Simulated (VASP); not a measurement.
**HgSe: band structure with MS2**

HgSe:

```xyz
2
Lattice="0.0000 3.0390 3.0390 3.0390 0.0000 3.0390 3.0390 3.0390 0.0000" Properties=species:S:1:pos:R:3 pbc="T T T"
Hg    0.0000    0.0000    0.0000
Se    4.5585    4.5585    4.5585
```

```json
{
 "Program": "VASP 6.6.1",
 "Task": "band structure",
 "Functional": "MS2",
 "Potentials or basis": "VASP PAW PBE potentials, release 64 (Hg, Se)",
 "Cutoff": "520 eV",
 "k mesh": "8 × 8 × 8",
 "Occupations": "fermi-dirac, width 0.05 eV",
 "Spin": "no spin polarisation",
 "Further INCAR settings": "ALGO = Normal; EDIFF = 1e-07"
}
```

```
Pressure                : 2.2 GPa
Band gap along the path : none (metal or under the smearing width)
```

Levels at the corners of the path, in eV from the Fermi level:
```tsv
point	band 5	band 6	band 7	band 8	band 9	band 10	band 11	band 12	band 13
Γ	-6.47	-6.47	-0.81	-0.05	-0.05	-0.05	5.57	5.57	5.57
X	-6.36	-6.09	-5.14	-2.41	-2.41	2.86	2.98	8.51	10.00
X	-6.36	-6.09	-5.14	-2.41	-2.41	2.86	2.98	8.51	10.00
W	-6.52	-5.84	-5.36	-2.86	-2.52	3.76	5.12	6.21	7.45
W	-6.52	-5.84	-5.36	-2.86	-2.52	3.76	5.12	6.21	7.45
K	-6.42	-5.93	-5.32	-3.00	-1.98	3.01	4.53	7.96	8.37
K	-6.42	-5.93	-5.32	-3.00	-1.98	3.01	4.53	7.96	8.37
Γ	-6.47	-6.47	-0.81	-0.05	-0.05	-0.05	5.57	5.57	5.57
Γ	-6.47	-6.47	-0.81	-0.05	-0.05	-0.05	5.57	5.57	5.57
L	-6.42	-6.14	-5.62	-1.05	-1.05	1.21	6.32	6.32	7.02
L	-6.42	-6.14	-5.62	-1.05	-1.05	1.21	6.32	6.32	7.02
U	-6.42	-5.93	-5.32	-3.00	-1.98	3.01	4.53	7.96	8.37
U	-6.42	-5.93	-5.32	-3.00	-1.98	3.01	4.53	7.96	8.37
W	-6.52	-5.84	-5.36	-2.86	-2.52	3.76	5.12	6.21	7.45
W	-6.52	-5.84	-5.36	-2.86	-2.52	3.76	5.12	6.21	7.45
L	-6.42	-6.14	-5.62	-1.05	-1.05	1.21	6.32	6.32	7.02
L	-6.42	-6.14	-5.62	-1.05	-1.05	1.21	6.32	6.32	7.02
K	-6.42	-5.93	-5.32	-3.00	-1.98	3.01	4.53	7.96	8.37
U	-6.42	-5.93	-5.32	-3.00	-1.98	3.01	4.53	7.96	8.37
X	-6.36	-6.09	-5.14	-2.41	-2.41	2.86	2.98	8.51	10.00
```

It took 110 s on 1 thread of Intel(R) Xeon(R) 6975P-C (Granite Rapids), on a shared host, peak memory 0.2 GiB.

Caveat: the PAW data sets were made with another functional, which shifts forces and pressure a little; spin-orbit coupling is left out, which moves the levels of the heavy elements.
